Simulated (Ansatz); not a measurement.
# ZnO: a prediction, then the measurements

Level of theory: DFT PBE, scalar-relativistic, plane waves, PAW (Ansatz).

Plane waves to 420 eV, a k mesh through Γ of 12×12×6 on the computed 4-atom cell and Gaussian smearing (0.02 eV); no spin polarisation.

Relaxed structure, symmetry kept:

```yaml
crystal:
  lattice:
    - [3.27950, 0.00000, 0.00000]
    - [-1.63975, 2.84013, 0.00000]
    - [0.00000, 0.00000, 5.29332]
  atoms:
    - { symbol: Zn, position: [0.33333, 0.66667, 0.49997] }
    - { symbol: Zn, position: [0.66667, 0.33333, 0.99997] }
    - { symbol: O, position: [0.66667, 0.33333, 0.37904] }
    - { symbol: O, position: [0.33333, 0.66667, 0.87904] }
```

| Property | Result |
| --- | --- |
| Space group | P6_3mc (No. 186) |
| Volume per atom | 12.33 Å³ |
| Formation energy from the elements' standard states (uncorrected) | -1.424 eV/atom |
| Kohn–Sham band gap | 0.74 eV |
| Löwdin character of the top 1 eV of the valence band | O 2p 75 %, Zn 3d 23 % |
| Löwdin character of the lowest 1 eV of the conduction band | Zn 4s 55 %, O 2p 21 %, O 2s 20 % |
| Bader charges (e) | Zn (2 in the cell) 1.21, O (2 in the cell) -1.21 |

**Experimental background.**

“Local structures of polar wurtzites Zn1-xMgxO studied by Raman and 67Zn/25Mg NMR spectroscopies and by total neutron scattering”, 2008, arxiv:0808.0492 reports, for a powder of ZnO at 298 K: lattice constant a 3.24945 ± 0.00001 Å; lattice constant c 5.20574 ± 0.00003 Å.

“ZnCr2O4 Inclusions in ZnO Matrix Investigated by Probe-Corrected STEM-EELS”, 2019, pmc:6471317 reports, for a ceramic of ZnO: band gap 3.22 ± 0.01 eV (direct).

A measured lattice constant a of ZnO is 3.24945 Å (298 K; powder; the paper above); the calculated 3.279 Å misses it by +0.9 %. 2 values of this kind are on record in papers (3.24945 to 3.2513 Å); this one was drawn at random among those near their median, those with a stated uncertainty first. Against the measured lattice constant c of ZnO, 5.20574 Å (298 K; powder; the paper above), the calculated 5.293 Å is off by +1.7 %. 2 values of this kind are on record in papers (5.20574 to 5.2101 Å); this one was drawn at random among those near their median, those with a stated uncertainty first. The calculation is for 0 K without zero-point motion. A measured band gap of ZnO is 3.22 eV (direct; ceramic; the paper above); the calculated 0.74 eV misses it by -2.48 eV. So large a miss may mean another phase, state or a wrong row. 4 values of this kind are on record (3.22 to 3.378 eV); this one was drawn at random among those near their median, those with a stated uncertainty first. Kohn–Sham gaps of semilocal functionals fall short of measured ones as a rule.

A gap measured on a powder or ceramic can differ from the single crystal's.